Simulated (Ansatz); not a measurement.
Te2Mo: single point with PBE

Slab: Te2Mo, a slab with vacuum.

```
Te Mo
1.0
     3.56138    0.00000    0.00000
    -1.78069    3.08425    0.00000
     0.00000    0.00000   38.99027
Te Mo
8 4
Direct
  0.33333 0.66667 0.32822
  0.33333 0.66667 0.95182
  0.66667 0.33333 0.14008
  0.66667 0.33333 0.76363
  0.66667 0.33333 0.04818
  0.66667 0.33333 0.67178
  0.33333 0.66667 0.23637
  0.33333 0.66667 0.85992
  0.66667 0.33333 0.28234
  0.66667 0.33333 0.90586
  0.33333 0.66667 0.09414
  0.33333 0.66667 0.71766
```

```
Program             : Ansatz 0.2.0
Task                : single point
Functional          : PBE
Potentials or basis : Ansatz PAW
Cutoff              : 420 eV (not typed: the program's choice for these potentials)
k mesh              : 9 × 9 × 1
Occupations         : gaussian, width 0.013 eV
Spin                : no spin polarisation
```

- Largest force: 0.217 eV/Å
- Band gap on the k mesh: 1.00 eV, direct

Forces in eV/Å, atoms in the order of the input:
```
Te   0.000  0.000  0.217
Te   0.000  0.000  0.180
Te   0.000  0.000  0.188
Te   0.000  0.000  0.181
Te   0.000  0.000 -0.180
Te   0.000  0.000 -0.217
Te   0.000  0.000 -0.181
Te   0.000  0.000 -0.188
Mo   0.000  0.000 -0.012
Mo   0.000  0.000  0.008
Mo   0.000  0.000 -0.008
Mo   0.000  0.000  0.012
```

Stress tensor (GPa, compression positive):
```
0.29 0.00 0.00
0.00 0.29 0.00
0.00 0.00 1.23
```

Levels at points of the mesh, in eV from the valence-band top:
```
           k point  band 90  band 91  band 92  band 93  band 94  band 95
(0.00, 0.00, 0.00)    -0.27    -0.09     0.00     2.96     2.96     2.98
```

Wall time 11 s on 4 threads of Arm Neoverse V1, with other jobs on the host, peak memory 1.5 GiB.

Caveat: odd divisions of the mesh miss points on the zone boundary, where band edges often lie, so the gap on the mesh can be too wide; spin-orbit coupling is left out, which moves the levels of the heavy elements. Expect the measured gap to be larger: semilocal functionals such as PBE lack the derivative discontinuity.
